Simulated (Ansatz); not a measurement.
**Yb: how the settings move a single-point run**

Aim: see which settings change the result for Yb, by how much, and at what cost.

Program: Ansatz 0.2.0. Level of theory: reference: DFT, LDA, PAW with Ansatz's default frozen-core files, scalar-relativistic. These are calculated values, not measurements.

**1. The system as given**

The structure is cubic, space group Fm-3m (No. 225). The conventional cell has a = 5.486 Å, b = 5.486 Å, c = 5.486 Å, α = 90.00°, β = 90.00°, γ = 90.00°. Around Yb (site symmetry m-3m) lie 12 Yb at 3.88 Å.

As a file:

```cif
data_structure
_symmetry_space_group_name_H-M 'Fm-3m'
_symmetry_Int_Tables_number 225
_cell_length_a 5.4862
_cell_length_b 5.4862
_cell_length_c 5.4862
_cell_angle_alpha 90.000
_cell_angle_beta 90.000
_cell_angle_gamma 90.000
_cell_volume 165.13
loop_
_atom_site_label
_atom_site_type_symbol
_atom_site_symmetry_multiplicity
_atom_site_Wyckoff_symbol
_atom_site_fract_x
_atom_site_fract_y
_atom_site_fract_z
_atom_site_occupancy
Yb1 Yb 4 a 0.00000 0.00000 0.00000 1
```

**2. Reference**

Contents of input.yaml:

```yaml
crystal:
  lattice:
    - [0.0, 2.7431, 2.7431]
    - [2.7431, 0.0, 2.7431]
    - [2.7431, 2.7431, 0.0]
  atoms:
    - { symbol: Yb, position: [0.0, 0.0, 0.0] }
kpoints:
  mp_grid: { grid: [12, 12, 12] }
  band_path:
    path:
      - [0.0, 0.0, 0.0]
      - [0.5, 0.0, 0.5]
      - [0.625, 0.25, 0.625]
      - [0.375, 0.375, 0.75]
      - [0.0, 0.0, 0.0]
      - [0.5, 0.5, 0.5]
      - [0.5, 0.25, 0.75]
      - [0.5, 0.0, 0.5]
    npoints: 5
scf:
  occupations: { method: fermi_dirac, width: 0.05 }
hamiltonian:
  xc: lda
  pseudopotentials: { kind: paw }
output:
  forces: true
  stress: true
  eigenvalues: true
  efg: { contact_densities: true }
```

On the command line:

```
> ansatz run input.yaml --threads 1 --pin off --max-ram 3072MiB --backend cpu --events-out ev --progress --plain --runs-dir out
```

**3. Changed: hubbard.sites [{species: Yb, l: f, u_eff: 1.0}], hubbard.double_counting amf**

Edit input.yaml of step 2 so:

```diff
@@ -25,2 +25,3 @@
   pseudopotentials: { kind: paw }
+  hubbard: { sites: [{ species: Yb, l: f, u_eff: 1.0 }], double_counting: amf }
 output:
```

**Question.** What will these runs give? Wanted: for each run, ending; energy change; pressure; gap; force.

As calculated:

```tsv
run	ending	energy change	pressure (GPa)	gap (eV)	force (eV/Å)	cycles	time
reference	converged	0	-4.5	0.00	0.00	8	5.8 s
1: hubbard.sites [{species: Yb, l: f, u_eff: 1.0}], hubbard.double_counting amf	converged	-0.3 meV/atom (U changed: no physical gain or loss)	-4.5	0.00	0.00	20	20 s
```

Residual by cycle in the longest SCF loop of each run; runs are numbered as in the table. The quantity is the density residual dr2, in eV.

```tsv
cycle	reference	run 1
1	0.117	0.691
3	0.00221	0.517
4	1.3e-4	0.387
6	5.3e-7	0.708
8	2.6e-8	1.09
10	-	1.04
11	-	0.879
13	-	0.103
15	-	0.0851
17	-	7.9e-5
18	-	4.3e-5
20	-	9.2e-9
```

What this shows: Changing the Hubbard U hardly moves the energy: -0.3 meV/atom. Cost: 20 SCF cycles against 8, 20 s against 5.8 s. A changed U is a change of model: its shifts are not errors of convergence.
